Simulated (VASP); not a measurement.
# MgO in VASP: how settings move the PBE single point

Aim: see what changed inputs do to the PBE single point of wurtzite MgO, under -4.0 % strain along z alone. This is a trial cell built on a prototype, not taken from a measured structure, and it needn't be the compound's ground state.

Code: VASP 6.6.1. PAW datasets, plane waves. The calculation is spin-unpolarised, and the structure need not be a phase that has been made.

## 1. The cell

The cell comes from an earlier relaxation with r2SCAN in another program, then strained, with the atoms relaxed again.

The symmetry is P6_3mc (No. 186, hexagonal); conventional cell a = 3.288 Å, c = 4.833 Å, 11.31 Å³ an atom. Around Mg lie 4 O at 1.95–1.98 Å; around O lie 4 Mg at 1.95–1.98 Å.

As a file:

```cif
data_structure
_symmetry_space_group_name_H-M 'P 1'
_symmetry_Int_Tables_number 1
_cell_length_a 3.2882
_cell_length_b 3.2882
_cell_length_c 4.8330
_cell_angle_alpha 90.000
_cell_angle_beta 90.000
_cell_angle_gamma 120.000
_cell_volume 45.26
loop_
_atom_site_label
_atom_site_type_symbol
_atom_site_fract_x
_atom_site_fract_y
_atom_site_fract_z
_atom_site_occupancy
Mg1 Mg 0.33333 0.66667 0.98278 1
Mg2 Mg 0.66667 0.33333 0.48278 1
O1 O 0.33333 0.66667 0.39222 1
O2 O 0.66667 0.33333 0.89222 1
```

## 2. Baseline

INCAR reads:

```
ENCUT = 520.000000
SIGMA = 0.020000
EDIFF = 1.00e-07
GGA = PE
PREC = Accurate
IBRION = -1
ISIF = 2
ISMEAR = -1
NBANDS = 16
NELM = 120
NSW = 0
LASPH = .TRUE.
LCHARG = .FALSE.
LWAVE = .FALSE.
LREAL = .FALSE.
```

KPOINTS reads:

```
KPOINTS created by Atomic Simulation Environment
0
Gamma
12 12 6
0 0 0
```

POSCAR reads:

```
Mg O
 1.0000000000000000
     3.2882172281021651   -0.0000000000288675    0.0000000000000000
    -1.6441086140260825    2.8476796527125590    0.0000000000000000
     0.0000000000000000    0.0000000000000000    4.8329916237999999
 Mg  O
   2   2
Cartesian
  0.0000000000166667  1.8984531017987498 -0.0832378256627108
  1.6441086140594161  0.9492265508849411  2.3332579862372889
  0.0000000000166667  1.8984531017987498  1.8956096845877104
  1.6441086140594161  0.9492265508849411  4.3121054964877086
```

A file KPOINTS_OPT adds named points for the levels; it doesn't enter the self-consistent loop.

Potentials: the recommended PBE PAW datasets, 16 valence electrons.

Launch:

```bash
mpirun -np 1 vasp_std
```

## 3. Try 1

INCAR reads:

```
ENCUT = 520.000000
EDIFF = 1.00e-07
GGA = PE
PREC = Accurate
IBRION = -1
ISIF = 2
NBANDS = 16
NSW = 0
LASPH = .TRUE.
LCHARG = .FALSE.
LWAVE = .FALSE.
LREAL = .FALSE.
ISYM = 0
ISMEAR = 1
SIGMA = 0.3
NELM = 96
```

KPOINTS reads:

```
KPOINTS created by Atomic Simulation Environment
0
Monkhorst-Pack
4 4 4
0 0 0
```

POSCAR is that of step 2.

## 4. Try 2

INCAR: that of step 2 with these lines changed.

```diff
@@ -9,3 +9,2 @@
 NBANDS = 16
-NELM = 120
 NSW = 0
@@ -15 +14,3 @@
 LREAL = .FALSE.
+NELECT = 15.98
+NELM = 53
```

KPOINTS is that of step 2.

POSCAR is that of step 2.

## 5. Try 3

INCAR reads:

```
ENCUT = 520.000000
EDIFF = 1.00e-07
PREC = Accurate
IBRION = -1
ISIF = 2
NBANDS = 16
NELM = 120
NSW = 0
LASPH = .TRUE.
LCHARG = .FALSE.
LWAVE = .FALSE.
LREAL = .FALSE.
ISMEAR = -5
SIGMA = 0.1
GGA = PS
```

KPOINTS is that of step 2.

POSCAR is that of step 2.

What does the calculation give? Wanted: for each run, changed; ending; energy change; pressure; electronic steps; usable.

The runs gave:

| run | changed | ending | energy change (meV/atom) | pressure (GPa) | gap on the mesh (eV; negative: overlap) | electronic steps | time | usable |
| --- | --- | --- | --- | --- | --- | --- | --- | --- |
| ref. | – | converged | 0 | 8.2 | 3.59 | 13 | 24 s | yes |
| 1 | ISYM = 0, ISMEAR = 1, SIGMA = 0.3, NELM = 96, mesh 4×4×4, shifted mesh | converged | -0.8 | 8.1 | 4.68 | 13 | 27 s | no |
| 2 | NELECT = 15.98, NELM = 53 | converged | – | 7.7 | – | 13 | 21 s | no |
| 3 | ISMEAR = -5, SIGMA = 0.1, GGA = PS | converged | – | 5.0 | 3.47 | 13 | 35 s | yes |

What this shows: Of 3 altered inputs, 2 ended normally on a faulty or unsound input, 1 gave usable results.
